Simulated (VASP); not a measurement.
Write the native input for VASP 6.6.1 that does the following.

```
Task                   : band structure
Functional             : PBE
Dispersion             : D3(BJ)
Potentials or basis    : VASP PAW PBE potentials, release 64 (W_sv)
Cutoff                 : 520 eV
k mesh                 : 16 × 16 × 16
Occupations            : methfessel-paxton, width 0.1 eV
Spin                   : no spin polarisation
Further INCAR settings : ALGO = Fast; EDIFF = 1e-06; NBANDS = 13
```

The structure of W lies in POSCAR:

```
W                                       
1.0
   -1.5800809530      1.5800809530      1.5800809530
    1.5800809530     -1.5800809530      1.5800809530
    1.5800809530      1.5800809530     -1.5800809530
  W             
     1
Direct
     0.0000000000000000    0.0000000000000000    0.0000000000000000
```

These files were run (other wordings do the same):

INCAR

```
ALGO     = Fast           # electronic algorithm
EDIFF    = 1E-6           # SCF threshold, eV
ENCUT    = 520            # plane-wave cutoff, eV
GGA      = PE             # functional
ICORELEVEL= 1            
ISIF     = 2              # what is computed and relaxed
ISMEAR   = 1              # smearing method
IVDW     = 12             # dispersion correction
LASPH    = T              # aspherical terms in the spheres
LCHARG   = F              # write CHGCAR
LMAXMIX  = 4              # l up to which the mixer works
LREAL    = F              # projectors in reciprocal space
LWAVE    = F              # write WAVECAR
NBANDS   = 13             # bands
NELM     = 80             # most SCF steps
PREC     = Accurate       # precision mode
SIGMA    = 0.1            # smearing width, eV
```

KPOINTS

```
k-points
0
Gamma
  16 16 16
```

KPOINTS_OPT

```
explicit points
124
Reciprocal
 0.0000000000  0.0000000000  0.0000000000 1
 0.0263157895 -0.0263157895  0.0263157895 1
 0.0526315789 -0.0526315789  0.0526315789 1
 0.0789473684 -0.0789473684  0.0789473684 1
 0.1052631579 -0.1052631579  0.1052631579 1
 0.1315789474 -0.1315789474  0.1315789474 1
 0.1578947368 -0.1578947368  0.1578947368 1
 0.1842105263 -0.1842105263  0.1842105263 1
 0.2105263158 -0.2105263158  0.2105263158 1
 0.2368421053 -0.2368421053  0.2368421053 1
 0.2631578947 -0.2631578947  0.2631578947 1
 0.2894736842 -0.2894736842  0.2894736842 1
 0.3157894737 -0.3157894737  0.3157894737 1
 0.3421052632 -0.3421052632  0.3421052632 1
 0.3684210526 -0.3684210526  0.3684210526 1
 0.3947368421 -0.3947368421  0.3947368421 1
 0.4210526316 -0.4210526316  0.4210526316 1
 0.4473684211 -0.4473684211  0.4473684211 1
 0.4736842105 -0.4736842105  0.4736842105 1
 0.5000000000 -0.5000000000  0.5000000000 1
 0.5000000000 -0.5000000000  0.5000000000 1
 0.4736842105 -0.4736842105  0.5000000000 1
 0.4473684211 -0.4473684211  0.5000000000 1
 0.4210526316 -0.4210526316  0.5000000000 1
 0.3947368421 -0.3947368421  0.5000000000 1
 0.3684210526 -0.3684210526  0.5000000000 1
 0.3421052632 -0.3421052632  0.5000000000 1
 0.3157894737 -0.3157894737  0.5000000000 1
 0.2894736842 -0.2894736842  0.5000000000 1
 0.2631578947 -0.2631578947  0.5000000000 1
 0.2368421053 -0.2368421053  0.5000000000 1
 0.2105263158 -0.2105263158  0.5000000000 1
 0.1842105263 -0.1842105263  0.5000000000 1
 0.1578947368 -0.1578947368  0.5000000000 1
 0.1315789474 -0.1315789474  0.5000000000 1
 0.1052631579 -0.1052631579  0.5000000000 1
 0.0789473684 -0.0789473684  0.5000000000 1
 0.0526315789 -0.0526315789  0.5000000000 1
 0.0263157895 -0.0263157895  0.5000000000 1
 0.0000000000  0.0000000000  0.5000000000 1
 0.0000000000  0.0000000000  0.5000000000 1
 0.0000000000  0.0000000000  0.4736842105 1
 0.0000000000  0.0000000000  0.4473684211 1
 0.0000000000  0.0000000000  0.4210526316 1
 0.0000000000  0.0000000000  0.3947368421 1
 0.0000000000  0.0000000000  0.3684210526 1
 0.0000000000  0.0000000000  0.3421052632 1
 0.0000000000  0.0000000000  0.3157894737 1
 0.0000000000  0.0000000000  0.2894736842 1
 0.0000000000  0.0000000000  0.2631578947 1
 0.0000000000  0.0000000000  0.2368421053 1
 0.0000000000  0.0000000000  0.2105263158 1
 0.0000000000  0.0000000000  0.1842105263 1
 0.0000000000  0.0000000000  0.1578947368 1
 0.0000000000  0.0000000000  0.1315789474 1
 0.0000000000  0.0000000000  0.1052631579 1
 0.0000000000  0.0000000000  0.0789473684 1
 0.0000000000  0.0000000000  0.0526315789 1
 0.0000000000  0.0000000000  0.0263157895 1
 0.0000000000  0.0000000000  0.0000000000 1
 0.0000000000  0.0000000000  0.0000000000 1
 0.0131578947  0.0131578947  0.0131578947 1
 0.0263157895  0.0263157895  0.0263157895 1
 0.0394736842  0.0394736842  0.0394736842 1
 0.0526315789  0.0526315789  0.0526315789 1
 0.0657894737  0.0657894737  0.0657894737 1
 0.0789473684  0.0789473684  0.0789473684 1
 0.0921052632  0.0921052632  0.0921052632 1
 0.1052631579  0.1052631579  0.1052631579 1
 0.1184210526  0.1184210526  0.1184210526 1
 0.1315789474  0.1315789474  0.1315789474 1
 0.1447368421  0.1447368421  0.1447368421 1
 0.1578947368  0.1578947368  0.1578947368 1
 0.1710526316  0.1710526316  0.1710526316 1
 0.1842105263  0.1842105263  0.1842105263 1
 0.1973684211  0.1973684211  0.1973684211 1
 0.2105263158  0.2105263158  0.2105263158 1
 0.2236842105  0.2236842105  0.2236842105 1
 0.2368421053  0.2368421053  0.2368421053 1
 0.2500000000  0.2500000000  0.2500000000 1
 0.2500000000  0.2500000000  0.2500000000 1
 0.2631578947  0.2105263158  0.2631578947 1
 0.2763157895  0.1710526316  0.2763157895 1
 0.2894736842  0.1315789474  0.2894736842 1
 0.3026315789  0.0921052632  0.3026315789 1
 0.3157894737  0.0526315789  0.3157894737 1
 0.3289473684  0.0131578947  0.3289473684 1
 0.3421052632 -0.0263157895  0.3421052632 1
 0.3552631579 -0.0657894737  0.3552631579 1
 0.3684210526 -0.1052631579  0.3684210526 1
 0.3815789474 -0.1447368421  0.3815789474 1
 0.3947368421 -0.1842105263  0.3947368421 1
 0.4078947368 -0.2236842105  0.4078947368 1
 0.4210526316 -0.2631578947  0.4210526316 1
 0.4342105263 -0.3026315789  0.4342105263 1
 0.4473684211 -0.3421052632  0.4473684211 1
 0.4605263158 -0.3815789474  0.4605263158 1
 0.4736842105 -0.4210526316  0.4736842105 1
 0.4868421053 -0.4605263158  0.4868421053 1
 0.5000000000 -0.5000000000  0.5000000000 1
 0.2500000000  0.2500000000  0.2500000000 1
 0.2368421053  0.2368421053  0.2631578947 1
 0.2236842105  0.2236842105  0.2763157895 1
 0.2105263158  0.2105263158  0.2894736842 1
 0.1973684211  0.1973684211  0.3026315789 1
 0.1842105263  0.1842105263  0.3157894737 1
 0.1710526316  0.1710526316  0.3289473684 1
 0.1578947368  0.1578947368  0.3421052632 1
 0.1447368421  0.1447368421  0.3552631579 1
 0.1315789474  0.1315789474  0.3684210526 1
 0.1184210526  0.1184210526  0.3815789474 1
 0.1052631579  0.1052631579  0.3947368421 1
 0.0921052632  0.0921052632  0.4078947368 1
 0.0789473684  0.0789473684  0.4210526316 1
 0.0657894737  0.0657894737  0.4342105263 1
 0.0526315789  0.0526315789  0.4473684211 1
 0.0394736842  0.0394736842  0.4605263158 1
 0.0263157895  0.0263157895  0.4736842105 1
 0.0131578947  0.0131578947  0.4868421053 1
 0.0000000000  0.0000000000  0.5000000000 1
 0.0000000000  0.0000000000  0.0000000000 1
 0.5000000000 -0.5000000000  0.5000000000 1
 0.2500000000  0.2500000000  0.2500000000 1
 0.0000000000  0.0000000000  0.5000000000 1
```

Potentials or basis: VASP PAW PBE potentials, release 64 (W_sv).

Command:

```bash
$ cat potpaw_PBE.64/W_sv/POTCAR > POTCAR
$ mpirun -np 1 vasp_std > vasp.out
```

Results of the run:

```yaml
Pressure: -0.1 GPa
Band_gap_along_the_path: none (metal or under the smearing width)
Dispersion_energy_per_atom: -0.699 eV
```

Caveat: spin-orbit coupling is left out, which moves the levels of the heavy elements; pairwise dispersion overbinds metals, which lowers pressure and volume.

Wall time 18 s on 1 thread of Intel(R) Xeon(R) Platinum 8488C (Sapphire Rapids), with other jobs on the host, peak memory 0.17 GiB.
